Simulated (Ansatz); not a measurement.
## Zone-centre modes in Hf2S

The calculation used Ansatz, DFT r2SCAN, scalar-relativistic, plane waves, PAW. Settings: plane waves to 500 eV, k-mesh 18×18×4 (Γ-centred), Gaussian smearing 0.15 eV. Spin–orbit coupling is left out, which can shift energies with elements as heavy as these. No spin polarisation.

The undisturbed cell (relaxed at this level; it needn't be the usual structure):

```
Hf S
1.0
     3.38143    0.00000    0.00000
    -1.69071    2.92840    0.00000
     0.00000    0.00000   11.74095
Hf S
4 2
Direct
  0.66667 0.33333 0.89973
  0.33333 0.66667 0.39973
  0.66667 0.33333 0.60027
  0.33333 0.66667 0.10027
  0.00000 0.00000 0.75000
  0.00000 0.00000 0.25000
```

Harmonic modes by finite displacements of 0.02 Å, without the LO–TO term.

Task: At this geometry, is the structure stable against these modes?

Result: Yes: no mode is imaginary beyond 10 cm⁻¹, and only the three translations lie near zero.

Task: List the wavenumbers in cm⁻¹.

Result: 0, 0, 0, 80, 80, 80, 80, 114, 114, 116, 141, 152, 258, 258, 266, 266, 314, 316.

Cost: 1 run of about 23 core-minutes, on Oxide Virtual Turin-like Processor (Zen 5) (shared hosts).